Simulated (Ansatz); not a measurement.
# Sn: energy change per atom and pressure against volume scale

All results are calculated (Ansatz 0.2.0). Plane-wave DFT, scalar-relativistic PAW made under PBE with cores redone for the functional, no dispersion; the given relaxed cell is scaled uniformly, energy at zero smearing counts from the unscaled cell, pressure at the given Fermi-Dirac smearing is positive in compression.

The cell before it is scaled or strained (space group Pm-3m, No. 221):
```
CELL_PARAMETERS angstrom
3.11440 0.00000 0.00000
0.00000 3.11440 0.00000
0.00000 0.00000 3.11440
ATOMIC_POSITIONS crystal
Sn 0.00000 0.00000 0.00000
```

Settings of every row: spin polarised no; functional RPBE; wave cutoff 420 eV; smearing width 0.1 eV; k mesh 11x11x11.

Atom starting moment: 0 on all atoms.

Limits: the cell comes from a prototype or a list of computed structures and needn't be the stable phase.

```
row  volume scale  V (Å³/atom)  energy change per atom (meV)  pressure (GPa)
  1          0.88       26.583                         81.79            7.83
  2          0.92       27.791                         35.22            4.74
  3          0.96           29                           9.4             2.3
  4          1.04       31.416                             ?               ?
  5          1.08       32.625                         17.49           -2.38
  6          1.12       33.833                         39.57           -3.34
```

Question: what energy change per atom and pressure should row 4 give?

Worked fit of energy change per atom. Take u = (V_r/V)^(2/3) − 1 with V_r = 29 Å³ an atom, which is twice the finite (Eulerian) strain; such expansions in the strain, on which the Birch-Murnaghan equation of state is built, carry the rest volume and the bulk modulus. The shown rows have u = 0.05973, 0.0288, 0, -0.07552, -0.09766. Least squares give energy change per atom = 9.441 + 630.31 × u + 9655.9 × u² meV; a straight line predicts inner rows, each left out in turn, worse (root mean square 25 against 0.67 meV). The rows lie off it by 0.25, -0.38, -0.04, 0.58, -0.41 (root mean square 0.38 meV). The withheld row has u = -0.05195, so the fit gives 9.441 + 630.31 × (-0.05195) + 9655.9 × (-0.05195)² = 2.76 meV.

The calculation gave 3.6 meV. The fit lies 0.84 meV (23 % of the value, 1.1 % of the column's range) below it; its largest miss of a shown row is 0.58 meV.

Worked fit of pressure. Take u = (V_r/V)^(2/3) − 1 with V_r = 29 Å³ an atom, which is twice the finite (Eulerian) strain; such expansions in the strain, on which the Birch-Murnaghan equation of state is built, carry the rest volume and the bulk modulus. The shown rows have u = 0.05973, 0.0288, 0, -0.07552, -0.09766. Least squares give pressure = 2.301 + 79.11 × u + 221 × u² GPa; a straight line predicts inner rows, each left out in turn, worse (root mean square 0.58 against 0.038 GPa). The rows lie off it by 0.02, -0.02, 0.00, 0.03, -0.02. The pressure vanishes at u = -0.0319, or V = 30.45 Å³ an atom, and there the bulk modulus at fixed shape and fractions is B = −V dP/dV = (2/3)(1 + u) dP/du = 41.9 GPa. The withheld row has u = -0.05195, so the fit gives 2.301 + 79.11 × (-0.05195) + 221 × (-0.05195)² = -1.21 GPa.

The calculation gave -1.16 GPa. The fit lies 0.05 GPa (4.3 % of the value, 0.45 % of the column's range) below it; its largest miss of a shown row is 0.03 GPa.
